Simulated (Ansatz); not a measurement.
## Charge transition levels of the Br on the Rb site in RbBr, term by term

Computed with DFT PBE, scalar-relativistic, plane waves, PAW in Ansatz 0.2.0. Settings: 420 eV cutoff, 2×2×2 k-mesh, shifted by half a step, Gaussian smearing of 0.01 eV, collinear spin in charge +1 alone.

Host crystal, relaxed:

```
Rb Br
1.0
     0.00000    3.50643    3.50643
     3.50643    0.00000    3.50643
     3.50643    3.50643    0.00000
Rb Br
1 1
Direct
  0.00000 0.00000 0.00000
  0.50000 0.50000 0.50000
```

The Br on the Rb site was set at (0.000, 0.000, 0.000) of the host cell, in a supercell of 32 sites (1380 Å³), relaxed at fixed cell in each charge q. In charge +2 some atom moved by up to 0.6 Å, so the relaxed defect can differ in kind from the start: near the site, 6 Br at 3.51 Å became 6 Br at 2.95 Å (charge +2). The host's Kohn–Sham gap is 4.20 eV and its static dielectric constant 5.7 (mean). For each charge: the supercell's free energy over the neutral one with q electrons exchanged at the valence band top, F(q) − F(0) + qE_v; the image-charge term; and the term that aligns the potential far from the defect with the host's.

```json
{"q": "+2", "F(q) − F(0) + qE_v (eV)": "-0.676", "image charge (eV)": "1.320", "alignment (eV)": "-0.441"}
{"q": "+1", "F(q) − F(0) + qE_v (eV)": "-0.710", "image charge (eV)": "0.330", "alignment (eV)": "-0.188"}
{"q": "0", "F(q) − F(0) + qE_v (eV)": "0.000", "image charge (eV)": "0.000", "alignment (eV)": "0.000"}
```

Task: Add the terms and find the levels between neighbouring charges, ε(q/q′) = [A(q′) − A(q)]/(q − q′), with and without the two corrections.

Result: A(q): 0.204 eV for +2, -0.568 eV for +1, 0.000 eV for 0.
```tsv
level	corrected (eV over E_v)	uncorrected (eV)
(+2/+1)	-0.77	-0.03
(+1/0)	0.57	0.71
```

As a check, a point charge in a simple cubic cell of this volume has q²αe²/(2εL) = 0.324 q² eV (e² = 14.40 eV Å, α = 2.837, L = 11.13 Å); the shape of the real cell can change it somewhat. The term grows as q², so it pushes donor levels down and acceptor levels up. The program doubts the alignment for q = +2, +1, so levels beside it are uncertain by about that term.

Task: Which of these charges is lowest with the Fermi level at the valence band top, at mid-gap and at the conduction band bottom?

Result: The line A(q) + qE_F that lies lowest gives the charge: +1 at E_F = 0.00 eV, 0 at E_F = 2.10 eV, 0 at E_F = 4.20 eV. (+2/+1) falls outside this Kohn–Sham gap, so the change of charge isn't reached within it; the real gap is usually wider and may hold a localised level, while a level that comes from a carrier in the host's bands only marks the band edge and moves with it. In charge +2, 0 the cell has partly filled levels, from a carrier spread over the host's bands, a defect level that the small cell broadens into a band, or a degenerate defect level that the symmetric start can't split, so the levels beside it are doubtful. Charges beyond those computed could lie lower near the band edges.

Task: The neutral defect forms at 5.33 eV with atoms taken from and returned to the elements. What are the formation energies at those three Fermi levels, and what share of sites would hold the defect at 1200 K with E_F at mid-gap, if the host still stood at that temperature?

Result: E_f = E_f(0) + A(q) + qE_F = 4.76, 5.33, 5.33 eV. In the dilute limit the share is exp(−E_f/k_BT) = exp(−5.329/0.1034) = 4.2×10⁻²³, leaving out degeneracy and vibrational entropy. Both elements stand at their elemental potentials, a limit that the host or competing compounds often put out of reach. The small cell and the narrow Kohn–Sham gap leave errors of tenths of an eV or more, which change the share by orders of magnitude.